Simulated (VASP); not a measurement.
Here is a VASP 6.6.1 calculation.

File INCAR:

```
ALGO = Fast
EDIFF = 1E-6
ENCUT = 520
GGA = CA
ISIF = 2
ISMEAR = -1
LASPH = T
LCHARG = F
LORBIT = 11
LREAL = F
LWAVE = F
NELM = 60
PREC = Accurate
SIGMA = 0.02
```

The input Ti.cif:

```cif
data_Ti
_cell_length_a 3.14508799
_cell_length_b 3.14508799
_cell_length_c 3.14508799
_cell_angle_alpha 90.00000000
_cell_angle_beta 90.00000000
_cell_angle_gamma 90.00000000
_space_group_name_H-M_alt 'Im-3m'
_space_group_name_Hall '-I 4 2 3'
_space_group_IT_number 229
loop_
_space_group_symop_operation_xyz
'x,y,z'
'-x,-y,-z'
'-y,x,z'
'y,-x,-z'
'-x,-y,z'
'x,y,-z'
'y,-x,z'
'-y,x,-z'
'x,-y,-z'
'-x,y,z'
'-y,-x,-z'
'y,x,z'
'-x,y,-z'
'x,-y,z'
'y,x,-z'
'-y,-x,z'
'z,x,y'
'-z,-x,-y'
'z,-y,x'
'-z,y,-x'
'z,-x,-y'
'-z,x,y'
'z,y,-x'
'-z,-y,x'
'-z,x,-y'
'z,-x,y'
'-z,-y,-x'
'z,y,x'
'-z,-x,y'
'z,x,-y'
'-z,y,x'
'z,-y,-x'
'y,z,x'
'-y,-z,-x'
'x,z,-y'
'-x,-z,y'
'-y,z,-x'
'y,-z,x'
'-x,z,y'
'x,-z,-y'
'-y,-z,x'
'y,z,-x'
'-x,-z,-y'
'x,z,y'
'y,-z,-x'
'-y,z,x'
'x,-z,y'
'-x,z,-y'
'x+1/2,y+1/2,z+1/2'
'-x+1/2,-y+1/2,-z+1/2'
'-y+1/2,x+1/2,z+1/2'
'y+1/2,-x+1/2,-z+1/2'
'-x+1/2,-y+1/2,z+1/2'
'x+1/2,y+1/2,-z+1/2'
'y+1/2,-x+1/2,z+1/2'
'-y+1/2,x+1/2,-z+1/2'
'x+1/2,-y+1/2,-z+1/2'
'-x+1/2,y+1/2,z+1/2'
'-y+1/2,-x+1/2,-z+1/2'
'y+1/2,x+1/2,z+1/2'
'-x+1/2,y+1/2,-z+1/2'
'x+1/2,-y+1/2,z+1/2'
'y+1/2,x+1/2,-z+1/2'
'-y+1/2,-x+1/2,z+1/2'
'z+1/2,x+1/2,y+1/2'
'-z+1/2,-x+1/2,-y+1/2'
'z+1/2,-y+1/2,x+1/2'
'-z+1/2,y+1/2,-x+1/2'
'z+1/2,-x+1/2,-y+1/2'
'-z+1/2,x+1/2,y+1/2'
'z+1/2,y+1/2,-x+1/2'
'-z+1/2,-y+1/2,x+1/2'
'-z+1/2,x+1/2,-y+1/2'
'z+1/2,-x+1/2,y+1/2'
'-z+1/2,-y+1/2,-x+1/2'
'z+1/2,y+1/2,x+1/2'
'-z+1/2,-x+1/2,y+1/2'
'z+1/2,x+1/2,-y+1/2'
'-z+1/2,y+1/2,x+1/2'
'z+1/2,-y+1/2,-x+1/2'
'y+1/2,z+1/2,x+1/2'
'-y+1/2,-z+1/2,-x+1/2'
'x+1/2,z+1/2,-y+1/2'
'-x+1/2,-z+1/2,y+1/2'
'-y+1/2,z+1/2,-x+1/2'
'y+1/2,-z+1/2,x+1/2'
'-x+1/2,z+1/2,y+1/2'
'x+1/2,-z+1/2,-y+1/2'
'-y+1/2,-z+1/2,x+1/2'
'y+1/2,z+1/2,-x+1/2'
'-x+1/2,-z+1/2,-y+1/2'
'x+1/2,z+1/2,y+1/2'
'y+1/2,-z+1/2,-x+1/2'
'-y+1/2,z+1/2,x+1/2'
'x+1/2,-z+1/2,y+1/2'
'-x+1/2,z+1/2,-y+1/2'
loop_
_atom_site_label
_atom_site_type_symbol
_atom_site_symmetry_multiplicity
_atom_site_Wyckoff_symbol
_atom_site_fract_x
_atom_site_fract_y
_atom_site_fract_z
_atom_site_occupancy
Ti1 Ti 2 a 0.0000000000 0.0000000000 0.0000000000 1
```

KPOINTS

```
k-points
0
Gamma
  8 8 8
```

POSCAR

```
Ti
 1.0000000000000000
     3.1450879899999999    0.0000000000000000    0.0000000000000000
     0.0000000000000000    3.1450879899999999    0.0000000000000000
     0.0000000000000000    0.0000000000000000    3.1450879899999999
 Ti 
   2
Cartesian
  0.0000000000000000  0.0000000000000000  0.0000000000000000
  1.5725439950000000  1.5725439950000000  1.5725439950000000
```

Potentials or basis: VASP PAW LDA potentials, release 64 (Ti_sv).

The run is started by

```console
$ ase convert -i cif -o vasp Ti.cif POSCAR
$ cat potpaw_LDA.64/Ti_sv/POTCAR > POTCAR
$ mpirun -np 1 vasp_std > vasp.out
```

Problem. Predict the band gap on the k mesh.

Solution. None (metal or under the smearing width).

Problem. What does it give for the pressure?

Solution. 1.8 GPa.
